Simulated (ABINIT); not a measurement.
Y:

```
Y
1.0
     3.64740    0.00000    0.00000
    -1.82370    3.15874    0.00000
     0.00000    0.00000    5.73060
Y
2
Direct
  0.66667 0.33333 0.75000
  0.33333 0.66667 0.25000
```

* Program: ABINIT 10.8.3 (patched build)
* Task: relaxation of cell and atoms
* Functional: LDA
* Potentials or basis: PseudoDojo NC SR LDA v0.4.1 standard
* Cutoff: 980 eV
* k mesh: 6 × 6 × 4
* Occupations: fermi-dirac, width 0.05 eV
* Spin: no spin polarisation

At the start: pressure -3.7 GPa; volume 33.01 Å³/atom.

Problem. Where does the relaxation end?

Solution. Over 7 steps the energy falls by 36.8 meV/atom and the volume is 30.07 Å³/atom (-8.9 %); space group P6_3/mmc (No. 194, to 0.05 Å).

Step by step:
| step | energy change (eV) | largest force (eV/Å) | pressure (GPa) | volume (Å³) |
| --- | --- | --- | --- | --- |
| 1 | 0.0000 | 0.0000 | -3.70 | 66.02 |
| 2 | -0.0165 | 0.0000 | -3.30 | 65.28 |
| 3 | -0.0734 | 0.0000 | 0.21 | 59.84 |
| 4 | -0.0736 | 0.0000 | 0.00 | 60.12 |
| 5 | -0.0736 | 0.0000 | 0.01 | 60.11 |
| 6 | -0.0737 | 0.0000 | 0.01 | 60.12 |
| 7 | -0.0737 | 0.0000 | 0.00 | 60.13 |

Final structure:
```yaml
crystal:
  lattice:
    - [3.54945, 0.00000, 0.00000]
    - [-1.77473, 3.07392, 0.00000]
    - [0.00000, 0.00000, 5.51123]
  atoms:
    - { symbol: Y, position: [0.66667, 0.33333, 0.75000] }
    - { symbol: Y, position: [0.33333, 0.66667, 0.25000] }
```
